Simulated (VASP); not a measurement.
Here is a VASP 6.6.1 calculation.

Contents of POSCAR:

```
InSe
1.0
    4.0500000000      0.0000000000      0.0000000000
   -2.0250000000      3.5074028853      0.0000000000
    0.0000000000      0.0000000000     16.9300000000
In Se
4 4
Direct
    0.3333333333      0.6666666667      0.1570000000
    0.6666666667      0.3333333333      0.6570000000
    0.3333333333      0.6666666667      0.3430000000
    0.6666666667      0.3333333333      0.8430000000
    0.3333333333      0.6666666667      0.6020000000
    0.6666666667      0.3333333333      0.1020000000
    0.3333333333      0.6666666667      0.8980000000
    0.6666666667      0.3333333333      0.3980000000
```

Contents of INCAR.step1:

```
SYSTEM = InSe
PREC     = Accurate       ! precision mode
ENCUT    = 400            ! plane-wave cutoff, eV
EDIFF    = 1E-5           ! SCF threshold, eV
ISMEAR   = 0              ! smearing method
SIGMA    = 0.02           ! smearing width, eV
LREAL    = .FALSE.        ! projectors in reciprocal space
LASPH    = .TRUE.         ! aspherical terms in the spheres
NELM     = 80             ! most SCF steps
ALGO     = Normal         ! electronic algorithm
ISIF     = 2              ! what is computed and relaxed
LWAVE    = .TRUE.         ! write WAVECAR
GGA      = PE             ! functional
```

The input INCAR.step2:

```
SYSTEM = InSe
PREC     = Accurate       ! precision mode
ENCUT    = 400            ! plane-wave cutoff, eV
EDIFF    = 1E-6           ! SCF threshold, eV
ISMEAR   = 0              ! smearing method
SIGMA    = 0.02           ! smearing width, eV
LREAL    = .FALSE.        ! projectors in reciprocal space
LASPH    = .TRUE.         ! aspherical terms in the spheres
NELM     = 80             ! most SCF steps
ALGO     = Normal         ! electronic algorithm
ISIF     = 2              ! what is computed and relaxed
LWAVE    = .FALSE.        ! write WAVECAR
LCHARG   = .TRUE.         ! write CHGCAR
GGA      = PE             ! functional
LHFCALC  = .TRUE.         ! exact exchange
AEXX     = 0.25           ! exact-exchange fraction
PRECFOCK = Normal       
LELF     = .TRUE.         ! ELF
LVHAR    = .TRUE.       
ISTART   = 1
```

KPOINTS

```
Automatic mesh
0
G
  3 3 1
  0 0 0
```

Potentials or basis: VASP PAW PBE potentials, release 64 (In_d, Se).

Command:

```sh
$ cat potpaw_PBE.64/In_d/POTCAR potpaw_PBE.64/Se/POTCAR > POTCAR
$ cp INCAR.step1 INCAR
$ mpirun -np 1 vasp_std > vasp.out
$ cp INCAR.step2 INCAR
$ mpirun -np 1 vasp_std > vasp.out
```

(1) Estimate the pressure.

(2) Predict the largest force.

## Answers

(1) 6.6 GPa.

(2) 2.686 eV/Å.

Caveat: the k mesh is coarse (spacing up to 0.60 Å⁻¹), so the values aren't converged, least of all with exact exchange; the PAW data sets were made with another functional, which shifts forces and pressure a little; this functional lacks dispersion, which binds the layers, so the pressure and a relaxed spacing across them are unreliable.
